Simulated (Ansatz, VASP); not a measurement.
# Ge: VASP beside Ansatz

Contents of INCAR:

```
PREC     = Accurate       # precision mode
ENCUT    = 600            # plane-wave cutoff, eV
EDIFF    = 1E-6           # SCF threshold, eV
ISMEAR   = -1             # smearing method
SIGMA    = 0.05           # smearing width, eV
LREAL    = F              # projectors in reciprocal space
LASPH    = T              # aspherical terms in the spheres
NELM     = 60             # most SCF steps
ALGO     = Normal         # electronic algorithm
ISIF     = 3              # what is computed and relaxed
LWAVE    = F              # write WAVECAR
LCHARG   = F              # write CHGCAR
METAGGA  = R2SCAN         # meta-GGA
LMIXTAU  = T            
IBRION   = 2              # ionic algorithm
NSW      = 60             # ionic steps
EDIFFG   = -0.02          # ionic threshold
```

KPOINTS

```
Automatic mesh
0
Gamma
  6 6 3
```

POSCAR

```
Ge
1.0
    3.9975858431      0.0000000000      0.0000000000
   -1.9987929216      3.4620108940      0.0000000000
    0.0000000000      0.0000000000      6.5993779500
Ge
4
Direct
    0.3333333333      0.6666666667      0.9370987500
    0.6666666667      0.3333333333      0.4370987500
    0.3333333333      0.6666666667      0.5629012500
    0.6666666667      0.3333333333      0.0629012500
```

File input.yaml:

```yaml
crystal:
  lattice:
    - [3.9975858431, 0.0, 0.0]
    - [-1.9987929216, 3.462010894, 0.0]
    - [0.0, 0.0, 6.59937795]
  atoms:
    - { symbol: Ge, position: [0.3333333333, 0.6666666667, 0.93709875] }
    - { symbol: Ge, position: [0.6666666667, 0.3333333333, 0.43709875] }
    - { symbol: Ge, position: [0.3333333333, 0.6666666667, 0.56290125] }
    - { symbol: Ge, position: [0.6666666667, 0.3333333333, 0.06290125] }
hamiltonian:
  xc: r2scan
  pseudopotentials: { kind: paw }
kpoints:
  mp_grid: { grid: [6, 6, 3] }
scf:
  occupations: { method: fermi_dirac, width: 0.05 }
output:
  forces: true
  stress: true
  eigenvalues: true
relax:
  f_tol: 0.01
  max_steps: 40
  cell: { stress_tol: 0.05 }
```

This isn't the form of Ge at room conditions, which is diamond.

Alike in both runs: task relaxation of cell and atoms; functional r2SCAN; k mesh 6 × 6 × 3; occupations fermi-dirac, width 0.05 eV; no spin polarisation.

|  | VASP | Ansatz |
| --- | --- | --- |
| version | VASP 6.6.1 | Ansatz 0.2.0 |
| potentials or method | VASP PAW PBE potentials, release 64 (Ge_d) | Ansatz PAW |
| plane-wave cutoff (eV) | 600 | 500 |
| valence electrons in the cell | 56 | 56 |

Ansatz gave:

| Property | Result |
| --- | --- |
| gap on the k mesh at the Fermi level, each at its own relaxed structure (eV) | 0.07 |
| relaxed volume (Å³/atom) | 22.82 |
| relaxed cell length with the largest relative difference (Å) | 6.591 |

Estimate VASP's values.

gap on the k mesh at the Fermi level, each at its own relaxed structure (eV): 0.06; relaxed volume (Å³/atom): 22.83; relaxed cell length with the largest relative difference (Å): 6.595.

Caveats: the PAW data sets were made with another functional, which shifts forces and pressure a little (VASP); an odd mesh through Γ misses points on the zone boundary, where band edges often lie (VASP); odd divisions of the mesh miss points on the zone boundary, where band edges often lie, so the gap on the mesh can be too wide (Ansatz); the plane-wave basis is chosen anew once the cell has moved, so the energies of steps on either side of that aren't comparable (Ansatz); the PAW data sets come from PBE, with cores solved anew for the run's functional, which leaves a small shift of forces and pressure (Ansatz). r2SCAN opens gaps a little over a GGA but as a rule still falls short of measured ones.
